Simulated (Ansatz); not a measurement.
Theory: DFT PBE, scalar-relativistic, plane waves, PAW in Ansatz 0.2.0. Settings: cutoff 420 eV, Γ-centred meshes spaced at most about 0.3 Å⁻¹, and about 0.25 Å⁻¹ or finer for metals (2π included), Gaussian smearing. No spin polarisation in the final relaxations.

The zero of energy is the elements' standard structures at the same level; no fitted shifts are applied. The references include black phosphorus.

A relaxed structure of GaSb has 29.99 Å³/atom, −0.17 eV/atom against the elements, no gap on its mesh:

```
Ga Sb
1.0
     0.00000    3.10687    3.10687
     3.10687    0.00000    3.10687
     3.10687    3.10687    0.00000
Ga Sb
1 1
Direct
  0.00000 0.00000 0.00000
  0.75000 0.75000 0.75000
```

Problem. P takes the place of Sb on the same sites, and the cell is relaxed. What changes?

Solution. GaP has a = 5.505 Å: 20.85 Å³/atom, −0.432 eV/atom against the elements, a gap of 1.58 eV on its mesh. The volume per atom changes by -30.5 % and the formation energy by -0.27 eV/atom (from unrounded values). The gap opens. Covalent radii: Sb 1.39 Å, P 1.07 Å; electronegativities 2.05 and 2.19. The cell follows the size of the atom. Ga is surrounded by 4 P at 2.38 Å; P has 4 Ga at 2.38 Å.

```cif
data_structure
_symmetry_space_group_name_H-M 'F-43m'
_symmetry_Int_Tables_number 216
_cell_length_a 5.5051
_cell_length_b 5.5051
_cell_length_c 5.5051
_cell_angle_alpha 90.000
_cell_angle_beta 90.000
_cell_angle_gamma 90.000
_cell_volume 166.84
loop_
_atom_site_label
_atom_site_type_symbol
_atom_site_symmetry_multiplicity
_atom_site_Wyckoff_symbol
_atom_site_fract_x
_atom_site_fract_y
_atom_site_fract_z
_atom_site_occupancy
Ga1 Ga 4 a 0.00000 0.00000 0.00000 1
P1 P 4 c 0.25000 0.25000 0.25000 1
```

The two cells were relaxed from separate starts that ended on the same group and sites; both derive from database cells. These runs have no spin–orbit coupling, which can matter for Sb. Kohn–Sham gaps at this level usually fall short of measured ones. The zero gap of GaSb F-43m may come from the functional, which often closes small gaps. The reference form of P is held partly by dispersion forces, which this level lacks.
